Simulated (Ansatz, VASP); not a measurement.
# Rh in VASP and in Ansatz

```
Rh
1.0
     0.00000    1.92282    1.92282
     1.92282    0.00000    1.92282
     1.92282    1.92282    0.00000
Rh
1
Direct
  0.00000 0.00000 0.00000
```

Alike in both runs: task single point; functional revPBE; k mesh 12 × 12 × 12; occupations fermi-dirac, width 0.05 eV; no spin polarisation.

```csv
,VASP,Ansatz
version,VASP 6.6.1,Ansatz 0.2.0
potentials or method,"VASP PAW PBE potentials, release 64 (Rh_pv)",PseudoDojo standard (PBEsol files)
plane-wave cutoff (eV),520,1197
valence electrons in the cell,15,17
```

```tsv
	VASP	Ansatz	Ansatz less VASP
gap on the k mesh at the Fermi level (eV)	none	none	-
pressure (GPa)	0.2	0.2	+0.02
```

A gap of «none» marks a metal or a gap that the smearing closes. The two sets of potentials don't hold the same shells in valence.

Caveats: the PAW data sets were made with another functional, which shifts forces and pressure a little (VASP); the potentials were made for another functional, which shifts forces and pressure (Ansatz).
